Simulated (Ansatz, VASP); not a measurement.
ZnS, level by level in two programs

```xyz
2
Lattice="0.0000 2.7199 2.7199 2.7199 0.0000 2.7199 2.7199 2.7199 0.0000" Properties=species:S:1:pos:R:3 pbc="T T T"
Zn    4.0798    4.0798    4.0798
S     0.0000    0.0000    0.0000
```

Change from the starting cell: volume scaled by 1.02.

Single points on this cell with VASP 6.6.1 and Ansatz 0.2.0. Each row is one pair of runs. Alike in all rows: spin: off; k mesh: 9 × 9 × 9; smearing: fermi-dirac, width 0.05 eV; VASP's potentials, cutoff: VASP PAW PBE potentials, release 64 (Zn, S), 520 eV.

| level | Ansatz's potentials, cutoff | gap on the k mesh at the Fermi level (eV), VASP | gap on the k mesh at the Fermi level (eV), Ansatz | least direct gap on the mesh (eV), VASP | least direct gap on the mesh (eV), Ansatz | pressure (GPa), VASP | pressure (GPa), Ansatz |
| --- | --- | --- | --- | --- | --- | --- | --- |
| PBE | JTH PAW, 1080 eV | 2.03 | 2.01 | 2.03 | 2.01 | 0.3 | 0.1 |
| PBE | Ansatz PAW, 420 eV | 2.03 | 2.02 | 2.03 | 2.02 | 0.3 | 0.1 |
| PBE | SPMS NC, 816 eV | 2.03 | 2.03 | 2.03 | 2.03 | 0.3 | 0.3 |

Gap on the k mesh at the fermi level (eV): the two programs differ by at most 0.015; least direct gap on the mesh (eV): the two programs differ by at most 0.015; pressure (GPa): the two programs differ by at most 0.23.

Caveats: odd divisions of the mesh miss points on the zone boundary, where band edges often lie, so the gap on the mesh can be too wide (Ansatz).
